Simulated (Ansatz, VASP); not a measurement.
## One calculation of Hf, two programs

```
Hf
1.0
     0.00000    2.22000    2.22000
     2.22000    0.00000    2.22000
     2.22000    2.22000    0.00000
Hf
1
Direct
  0.00000 0.00000 0.00000
```

Alike in both runs: task single point; functional LDA; k mesh 16 × 16 × 16; occupations fermi-dirac, width 0.03 eV; no spin polarisation.

```csv
,VASP,Ansatz
version,VASP 6.6.1,Ansatz 0.2.0
potentials or method,"VASP PAW LDA potentials, release 64 (Hf_pv), cutoff 520 eV","all-electron LAPW, scalar-relativistic"
```

Ansatz gave:

```
pressure (GPa) : -5.7
```

**Question.** Which values does VASP return?

**Answer.** Pressure (GPa): -5.8.

Ansatz ran all-electron here, so the differences hold the error of VASP's frozen core and of both bases.

The runs have no spin-orbit coupling, so splittings on Hf are missing.
